**Q:** Ultrasound gives 442 GPa for the bulk modulus of diamond. One of these calculations, with the SCAN functional, gives 564 GPa. Is SCAN that poor at describing a stiff covalent crystal?

Diamond (two-atom cell, Fd-3m) in Kohn–Sham DFT without spin polarisation, with Fermi–Dirac smearing of 0.05 eV; the FLEUR basis is cut off at 3.5 bohr⁻¹. The bulk modulus is fitted to energies at seven volumes (five for FLEUR, four for ABACUS) and compared with 442 GPa, measured by ultrasound on a bulk crystal (arXiv:cond-mat/0702656).

```
                           program  functional           how the value is got                                  potentials or basis  wave cutoff (eV)    k-mesh  computed bulk modulus (GPa)  computed over measured, less one (%)
                 ABINIT 10.8.3 (1)      revPBE  fit, rest volume 5.72 Å³/atom                 PseudoDojo NC SR PBE v0.4.1 standard              1116  13x13x13                        427.1                                  -3.4
                 ABINIT 10.8.3 (2)         PBE  fit, rest volume 5.68 Å³/atom                                     SG15 NC PBE v1.2              1116  13x13x13                        431.8                                  -2.3
                       GPAW 26.7.0          WC  fit, rest volume 5.62 Å³/atom  PAW data sets made by gpaw setup for the functional               800  10x10x10                        449.9                                   1.8
                 ABINIT 10.8.3 (3)      PBEsol  fit, rest volume 5.61 Å³/atom                                     JTH PAW PBE v2.0               544  13x13x13                        452.5                                   2.4
                 ABINIT 10.8.3 (4)       SOGGA  fit, rest volume 5.59 Å³/atom                                     JTH PAW PBE v2.0               544  13x13x13                        456.9                                   3.4
                 ABINIT 10.8.3 (5)         LDA  fit, rest volume 5.53 Å³/atom                 PseudoDojo NC SR LDA v0.4.1 standard              1116  13x13x13                        465.1                                   5.2
FLEUR MaX-R8.1 (patched build s14)         PBE  fit, rest volume 5.72 Å³/atom                                         all electron               n/a  13x13x13                        492.6                                  11.4
                     ABACUS 3.10.1        SCAN  fit, rest volume 5.64 Å³/atom                                    SG15 ONCV 1.2 PBE              1293     8x8x8                        563.8                                  27.6
```

**A:** The number alone can't tell you, because no program computes a bulk modulus directly here. Each run computes the energy $E$ at several volumes $V$, and a curve is fitted through the points. The modulus is $B = V\,d^2E/dV^2$, so it measures how sharply that curve bends. A functional can fail, but so can the step from energies to curvature.

**Q:** How large must an error in the energy be to matter?

**A:** Surprisingly small. In the second ABINIT row, with PBE, raising the volume by 6% from 5.67 Å³ per atom costs only about 24 meV per atom. An error of 10 meV at a single volume is therefore a large part of the signal, although it would be negligible beside the total energy. The same error at every volume would cancel, because it shifts the curve without bending it.

**Q:** Then how do I see that a curve has gone wrong?

**A:** Look at how the modulus changes with pressure, the slope $B'=dB/dp$, which the same fit delivers. Squeezing diamond pushes electron clouds into each other and makes it stiffer, while stretching weakens the bonds and makes it softer, so $B'$ should be positive. Six rows have values between 3.5 and 3.7. The SCAN row has about −10 and the FLEUR row about −3, which would mean a crystal that stiffens as it is pulled apart. This test should be most sensitive to a bad point at either end; one in the middle can shift the modulus and leave $B'$ looking normal.

**Q:** But the SCAN curve runs through its points almost perfectly.

**A:** It has to. Four energies were used to determine four quantities: the lowest energy, the rest volume, the modulus and its slope. Nothing is left over to reveal a bad point, so the tiny residual is no sign of quality.

**Q:** Is there a bad point?

**A:** The run also reports pressures, and these must agree with the energies, because pressure times volume change is work. The first two energy steps agree with the pressures to a few tenths of a meV per atom, about as well as taking the mean pressure over each step allows. The last step, to the largest volume, is 43.7 meV where the pressures ask for 27.6 meV, an excess of about 16 meV. The pressures run smoothly, so suspicion falls on the last energy, though the outputs don't show what went wrong with it.

**Q:** Can you get a modulus for SCAN without that energy?

**A:** Yes, from the pressures alone, since $B=-V\,dp/dV$. Between 5.558 and 5.785 Å³ per atom the pressure $p$ falls from 4.93 to −12.40 GPa. At the middle volume this gives

$$B \approx 5.672\times\frac{4.93+12.40}{0.2269}\ \text{GPa}\approx 433\ \text{GPa}.$$

There the crystal is still under tension, with a mean pressure of about −3.7 GPa. Your sample isn't, so we return to zero pressure with the usual slope of about 3.7:

$$B_0 \approx 433+3.7\times3.7 \approx 447\ \text{GPa}.$$

That is about 1% above the measured value, instead of 28%.

**Q:** Why should I trust this shortcut more than the fit?

**A:** Because it can be tried on the six rows with a normal slope, where it reproduces the fitted modulus to within 2 GPa. Those rows supplied the average slope, so this is a test of consistency and not an independent proof. The SCAN row took no part in that average. The ABINIT pressures are known to lie slightly below the slope of their energies, an effect of the fixed basis, and those of GPAW also reach zero short of the fitted rest volume, but the agreement shows that this matters little for the modulus. The estimate shows that 564 GPa is no property of SCAN, but a run with potentials made for PBE can't settle how accurate SCAN really is.

**Q:** What about FLEUR? It treats all electrons, so perhaps its 493 GPa is the true PBE answer.

**A:** Then its own energies should agree on it. Take three equally spaced volumes centred on 5.67 Å³ and read off the curvature. The inner three energies give 629 GPa and the outer three 491 GPa. For ABINIT with PBE the same two choices give 435 and 437 GPa, as they should for a smooth curve.

**Q:** Where does the roughness come from?

**A:** Compared with the ABINIT PBE curve, and with both set to zero at 5.67 Å³, the FLEUR energies are 8 to 10 meV too high at the two compressed volumes. At the two expanded ones they differ by little more than 1 meV. This doesn't single out the compressed points: the excess is larger at 5.44 Å³ than at 5.33 Å³, and a tilted curve with a middle point lying too low would look much the same. The small basis is one suspect. With a fixed cutoff, a smaller cell holds fewer waves, which tends to raise its energy, though smoothly, tilting the curve rather than roughening it. The number of waves changes in jumps, but on so dense a k-mesh these should largely average out, so the basis may not be the whole story. A repeat with a larger basis would test it, and the table has none.

**Q:** So once those two are set aside, what is left is the error of the functionals?

**A:** Only in part: potentials and meshes change along with them, and the measured crystal vibrates while the calculated one doesn't. The six remaining values run from 427 GPa with revPBE to 465 GPa with LDA, and the modulus rises each time the rest volume falls. LDA binds too strongly and shortens the bonds; the gradient corrections in PBE and revPBE let the crystal expand. At a shorter bond length the repulsion grows more sharply, so the energy curve bends more strongly.

**Q:** Or LDA simply makes stiffer bonds?

**A:** Compare them at the same bond length. At 5.67 Å³ the energies give 426 GPa for LDA and 442 GPa for revPBE, so the order is reversed and the span is less than half as wide. Away from rest the modulus also holds a term $2p/3$ that is not bond stiffness; with pressures of about −11 GPa for LDA and +3 GPa for revPBE it makes up about 10 of these 16 GPa. The bonds are thus nearly equally stiff, those of LDA a little softer, and the revPBE run uses potentials made for PBE. LDA looks stiff because its crystal is smaller. For another crystal of this kind, the first guess would be the same: the functional with the smaller rest volume gives the larger modulus.

**Q:** PBE is 2.3% below my measurement and PBEsol 2.4% above. Are they equally good?

**A:** Your crystal vibrates even when cold, and the calculated one stands still. That motion softens diamond by roughly 2 to 3%, a recalled size and not a result of these runs. Against a motionless crystal PBEsol would come out nearly right and PBE about 5% too soft. WC and SOGGA would also lie within about 1%, too close together to rank with such different settings. The PBEsol and SOGGA runs also use potentials made for PBE and warn of overlapping PAW spheres, so their good agreement may be partly luck.

**Q:** What should I check when someone sends me a single computed modulus?

**A:** Ask for the energies, the pressures and $B'$; the printed analysis below shows what they reveal here. If $B'$ is far from its usual range, or if different sets of points centred on the same volume give clearly different moduli, repair the curve before judging the functional.

Numerical output:

```
Moduli in GPa without a fit (0 means no pressures given):
                                 row  from energies at 5.67 A3  from pressures at 5.67 A3  from pressures at zero pressure  fitted value  fitted pressure slope
                   ABINIT 10.8.3 (1)                     441.9                      441.1                            427.1         427.1                  3.706
                   ABINIT 10.8.3 (2)                     435.1                      434.4                            431.2         431.8                  3.681
                         GPAW 26.7.0                     434.9                      433.8                            451.1         449.9                  3.728
                   ABINIT 10.8.3 (3)                     431.2                      432.9                            450.8         452.5                  3.683
                   ABINIT 10.8.3 (4)                     427.5                      431.7                              457         456.9                  3.509
                   ABINIT 10.8.3 (5)                     426.1                      425.3                            464.6         465.1                  3.662
  FLEUR MaX-R8.1 (patched build s14)                     628.7                          0                                0         492.6                  -3.29
                       ABACUS 3.10.1                     576.2                      433.1                            446.8         563.8                 -10.16
Rest volume and errors:
                                 row  rest volume A3 per atom  error in %  error in % if the static reference is a rough 2.5% higher
                   ABINIT 10.8.3 (1)                    5.719        -3.4                                                     -5.756
                   ABINIT 10.8.3 (2)                    5.679        -2.3                                                     -4.683
                         GPAW 26.7.0                    5.617         1.8                                                    -0.6829
                   ABINIT 10.8.3 (3)                     5.61         2.4                                                   -0.09756
                   ABINIT 10.8.3 (4)                    5.587         3.4                                                      0.878
                   ABINIT 10.8.3 (5)                    5.534         5.2                                                      2.634
  FLEUR MaX-R8.1 (patched build s14)                    5.724        11.4                                                      8.683
                       ABACUS 3.10.1                    5.638        27.6                                                      24.49
Largest miss of the pressure-only estimate in the six sound rows, GPa: 1.714
SCAN pressure-only estimate over measured less one, %: 1.095
SCAN last energy step, meV/atom: 43.65
SCAN last step expected from its pressures, meV/atom: 27.64
SCAN middle step less that from its pressures, meV/atom: 0.1098
SCAN first step less that from its pressures, meV/atom: 0.1809
SCAN modulus from energies with the last step replaced by that from pressures, GPa: 434.9
FLEUR PBE modulus from the outer energy triplet, GPa: 491
ABINIT PBE modulus from the outer energy triplet, GPa: 436.7
FLEUR less ABINIT PBE energy at 5.33 A3 relative to 5.67 A3, meV/atom: 7.667
The same at 5.44 A3, meV/atom: 9.611
The same at 5.90 A3, meV/atom: 1.354
The same at 6.01 A3, meV/atom: -0.752
FLEUR less ABINIT fitted PBE modulus, GPa: 60.8
Span of the six sound fitted moduli, GPa: 38
Span of the same six at 5.67 A3 from energies, GPa: 15.8
```
